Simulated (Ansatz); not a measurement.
# Orbital-resolved density of states of ZnS

```
CELL_PARAMETERS angstrom
0.00000 2.70465 2.70465
2.70465 0.00000 2.70465
2.70465 2.70465 0.00000
ATOMIC_POSITIONS crystal
Zn 0.00000 0.00000 0.00000
S 0.75000 0.75000 0.75000
```

Atoms are numbered in the order listed.

The cell is COD entry 9000107, as deposited and not checked against the literature; nothing was relaxed.

Level of theory: DFT, PBEsol, all-electron LAPW, scalar-relativistic (Ansatz 0.2.0).

Sampling and basis: a Γ-centred 8×8×8 k mesh, Fermi–Dirac smearing of 0.01 eV, basis error target 0.25 meV/atom, no spin polarisation.

States per eV for one atom of each kind, in 0.4 eV bins named by their centres, from the valence-band top, projected on a minimal set of Löwdin-orthogonalised atomic shells; orbitals are real harmonics on the Cartesian axes, equal curves share a column, and empty bins are left out, as is all above 6.0 eV, near the top of the computed bands.

Zn1 3d:

```
# E all dz2=dx2-y2 dxz=dyz=dxy
-12.5 0.02 0.00 0.01
-12.1 0.14 0.00 0.05
-11.7 0.02 0.00 0.01
-6.5 1.53 0.21 0.37
-6.1 11.82 1.30 3.08
-5.7 9.71 3.30 1.04
-5.3 0.03 0.00 0.01
-4.9 0.08 0.01 0.02
-4.5 0.33 0.07 0.07
-4.1 0.16 0.02 0.04
-3.7 0.10 0.01 0.03
-3.3 0.06 0.00 0.02
-2.9 0.13 0.02 0.03
-2.5 0.14 0.02 0.03
-2.1 0.14 0.01 0.04
-1.7 0.15 0.01 0.04
-1.3 0.16 0.01 0.04
-0.9 0.13 0.01 0.04
-0.5 0.06 0.00 0.02
-0.1 0.02 0.00 0.01
4.3 0.01 0.00 0.00
4.7 0.01 0.00 0.00
```

S2 3p:

```
# E all pz=px=py
-12.5 0.01 0.00
-12.1 0.01 0.00
-6.5 0.26 0.09
-6.1 1.12 0.37
-5.7 0.12 0.04
-5.3 0.01 0.00
-4.9 0.35 0.12
-4.5 1.12 0.37
-4.1 0.41 0.14
-3.7 0.27 0.09
-3.3 0.18 0.06
-2.9 0.93 0.31
-2.5 1.21 0.40
-2.1 1.52 0.51
-1.7 1.59 0.53
-1.3 1.65 0.55
-0.9 1.37 0.46
-0.5 0.64 0.21
-0.1 0.16 0.05
3.1 0.02 0.01
3.5 0.07 0.02
3.9 0.16 0.05
4.3 0.30 0.10
4.7 0.33 0.11
5.1 0.13 0.04
5.5 0.10 0.03
```

Zn1 4s:

```
# E all
-12.9 0.10
-12.5 0.20
-12.1 0.22
-6.5 0.06
-6.1 0.13
-5.7 0.09
-4.9 0.11
-4.5 0.51
-4.1 0.15
-3.7 0.08
-3.3 0.05
-2.9 0.05
-2.5 0.05
-2.1 0.04
-1.7 0.03
-1.3 0.02
-0.9 0.01
2.7 0.02
3.1 0.05
3.5 0.17
3.9 0.36
4.3 0.57
4.7 0.56
5.1 0.19
5.5 0.14
```

S2 3s:

```
# E all
-12.9 0.25
-12.5 0.82
-12.1 2.86
-11.7 0.31
-5.7 0.08
-4.9 0.02
-4.5 0.06
-4.1 0.05
-3.7 0.04
-3.3 0.03
-2.9 0.03
-2.5 0.03
-2.1 0.02
-1.7 0.02
-1.3 0.01
2.7 0.01
3.1 0.02
3.5 0.05
3.9 0.07
4.3 0.08
4.7 0.05
5.1 0.01
5.5 0.01
```
